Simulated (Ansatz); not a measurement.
Runs of Ansatz 0.2.0 on Mg. The structure is cubic, space group Im-3m (No. 229). Conventional cell: a = 3.546 Å, b = 3.546 Å, c = 3.546 Å, α = 90.00°, β = 90.00°, γ = 90.00°. Mg (site symmetry m-3m) has 8 Mg at 3.07 Å as nearest neighbours. This isn't the form of Mg at room conditions, which is hcp.

| task | level | potentials or basis | spin | cell | k mesh | cutoff (eV) | smearing | basis error allowed | gap on the mesh (eV) | pressure (GPa) | moment (μB) |
| --- | --- | --- | --- | --- | --- | --- | --- | --- | --- | --- | --- |
| single point | PBEsol+D3(BJ) | all-electron PAW datasets made for the crystal | collinear, ferromagnetic start | as given | 11 × 11 × 11 | 180 | tetrahedron | - | none | -2.0 | 0.00 |
| single point | RPBE-LYP | all-electron LAPW, scalar-relativistic | non-collinear, ferromagnetic start | cell strained at random at fixed volume | 8 × 8 × 8 | 114 | fermi-dirac 0.01 eV | 0.002 eV/atom | none | 2.5 | 0.00 |
| single point | RPBE+D4 | all-electron LAPW, scalar-relativistic | non-collinear, ferromagnetic start | as given | 8 × 8 × 8 | 105 | fermi-dirac 0.01 eV | 0.002 eV/atom | none | (a) | 0.02 |
| density of states | PBE-LDA | all-electron LAPW, point nuclei | off | as given | 11 × 11 × 11 | 118 | fermi-dirac 0.025 eV | 0.001 eV/atom | none | 2.0 | - |

Fill in the values left out.

(a) -0.1.

Caveats: the starting moments weren't kept (some runs); pairwise dispersion overbinds metals, which lowers pressure and volume (some runs); the k mesh is thin for a metal, which can move the energy by tens of meV per atom (some runs); with tetrahedron occupations forces and stress needn't match the slope of the energy (some runs).

A gap of «none» marks a metal or a gap under the smearing width.

Runs at the PBE level aren't shown here.
